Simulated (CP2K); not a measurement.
The system is CsI.

```
Cs I
1.0
     4.56670    0.00000    0.00000
     0.00000    4.56670    0.00000
     0.00000    0.00000    4.56670
Cs I
1 1
Direct
  0.00000 0.00000 0.00000
  0.50000 0.50000 0.50000
```

Base run:

- Program: CP2K 2026.2
- Functional: PBE
- Potentials or basis: POTENTIAL_UZH Cs GTH-PBE-q9, I GTH-PBE-q7; DZVP-MOLOPT-PBE-GTH basis
- Density cutoff: 6123 eV
- k mesh: 6 × 6 × 6
- Occupations: fermi-dirac, width 0.05 eV
- Spin: no spin polarisation

Its results: band gap on the k mesh 3.76 eV, indirect (least direct gap 3.89 eV); pressure 1.1 GPa.

Task: The run is repeated on the same cell with these changes: potentials or basis from POTENTIAL_UZH Cs GTH-PBE-q9, I GTH-PBE-q7; DZVP-MOLOPT-PBE-GTH basis to POTENTIAL_UZH Cs GTH-PBE-q9, I GTH-PBE-q7; ccGRB-D basis; basis sets from Cs DZVP-MOLOPT-PBE-GTH-q9, I DZVP-MOLOPT-PBE-GTH-q7 to Cs ccGRB-D-q9, I ccGRB-D-q7. What comes out?

Result: Band gap on the k mesh 4.05 eV, indirect (least direct gap 4.14 eV); pressure 1.2 GPa.

Caveats: spin-orbit coupling is left out, which moves the levels of the heavy elements; the basis of atomic orbitals isn't converged, which shifts pressures, moduli and gaps.
